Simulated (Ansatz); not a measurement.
Crystal: MoS2.

```
Mo S
1.0
     1.58000    0.91221    6.15000
    -1.58000    0.91221    6.15000
     0.00000   -1.82443    6.15000
Mo S
1 2
Direct
  0.00000 0.00000 0.00000
  0.41700 0.41700 0.41700
  0.25000 0.25000 0.25000
```

Measurements of this composition are mostly on another form, of space group No. 194.

```yaml
Program: Ansatz 0.2.0
Task: relaxation of cell and atoms
Functional: PBE0
Potentials_or_basis: Ansatz PAW
Cutoff: "420 eV (not typed: the program's choice for these potentials)"
k_mesh: 6 × 6 × 6
Occupations: fermi-dirac, width 0.05 eV
Spin: no spin polarisation
```

At the start: volume 17.73 Å³/atom.

Problem. Where does the relaxation end?

Solution. It ends after 13 steps and the volume is 20.82 Å³/atom (+17.4 %); space group R3m (No. 160, to 0.05 Å).

Step by step:
| step | energy change (eV) | largest force (eV/Å) | volume (Å³) |
| --- | --- | --- | --- |
| 1 | 0.0000 | 0.0948 | 53.18 |
| 2 | -0.0255 | 0.1008 | 55.45 |
| 3 | -0.0327 | 0.0183 | 56.99 |
| 4 | -0.0343 | 0.1261 | 59.01 |
| 5 | -0.0356 | 0.0207 | 59.12 |
| 6 | -0.0356 | 0.0028 | 59.31 |
| 7 | -0.0380 | 0.0034 | 59.31 |
| 8 | -0.0388 | 0.0290 | 60.35 |
| 9 | -0.0391 | 0.0268 | 61.52 |
| 10 | -0.0391 | 0.0005 | 61.81 |
| 11 | -0.0390 | 0.0047 | 62.36 |
| 12 | -0.0390 | 0.0006 | 62.45 |
| 13 | -0.0395 | 0.0006 | 62.45 |

Final structure:
```cif
data_structure
_symmetry_space_group_name_H-M 'P 1'
_symmetry_Int_Tables_number 1
_cell_length_a 7.4947
_cell_length_b 7.4947
_cell_length_c 7.4947
_cell_angle_alpha 24.256
_cell_angle_beta 24.256
_cell_angle_gamma 24.256
_cell_volume 62.45
loop_
_atom_site_label
_atom_site_type_symbol
_atom_site_fract_x
_atom_site_fract_y
_atom_site_fract_z
_atom_site_occupancy
Mo1 Mo 0.00011 0.00011 0.00011 1
S1 S 0.40443 0.40443 0.40443 1
S2 S 0.26246 0.26246 0.26246 1
```

Caveat: the volume moved by over 15 % at a fixed basis, so the end points are rough; the plane-wave basis is chosen anew once the cell has moved, so the energies of steps on either side of that aren't comparable; the PAW data sets come from PBE, with cores solved anew for the run's functional, which leaves a small shift of forces and pressure.
